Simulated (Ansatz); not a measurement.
# SnTe: the cost of one run

Method: DFT PBE, scalar-relativistic, plane waves, PAW, in Ansatz 0.2.0.

## (1) Starting point

Symmetry: Pm-3m, No. 221, cubic system. Conventional cell: a = 3.905 Å, b = 3.905 Å, c = 3.905 Å, α = 90.00°, β = 90.00°, γ = 90.00°. Sn (site symmetry m-3m) is surrounded by 8 Te at 3.38 Å. Te (site symmetry m-3m) is surrounded by 8 Sn at 3.38 Å.

Structure file:

```
Sn Te
1.0
     3.90470    0.00000    0.00000
     0.00000    3.90470    0.00000
     0.00000    0.00000    3.90470
Sn Te
1 1
Direct
  0.00000 0.00000 0.00000
  0.50000 0.50000 0.50000
```

The structure comes from the Materials Project (structure only).

## (2) A distortion that keeps the symmetry

Against the listed cell: strain xx, yy, zz, yz, xz, xy = +2.4, +2.4, +2.4, +0.0, +0.0, +0.0 %.

Input file input.yaml:

```yaml
crystal:
  lattice:
    - [3.998490894, 0.0, 0.0]
    - [0.0, 3.998490894, 0.0]
    - [0.0, 0.0, 3.998490894]
  atoms:
    - { symbol: Sn, position: [0.0, 0.0, 0.0] }
    - { symbol: Te, position: [0.5, 0.5, 0.5] }
basis:
  ecutwfc: 420
kpoints:
  mp_grid: { grid: [12, 12, 12] }
hamiltonian:
  xc: pbe
scf:
  occupations: { method: gaussian, width: 0.1 }
output:
  forces: true
  stress: true
  eigenvalues: true
  populations: true
```

Command:

```
$ ansatz run input.yaml --threads 1 --pin off --max-ram 1331MiB --backend cpu --events-out ev --progress --plain --runs-dir out
```

What time and memory should one allow on 1 thread of an x86-64 CPU, shared host?

About 2.4 s, with a peak of 0.49 GiB.
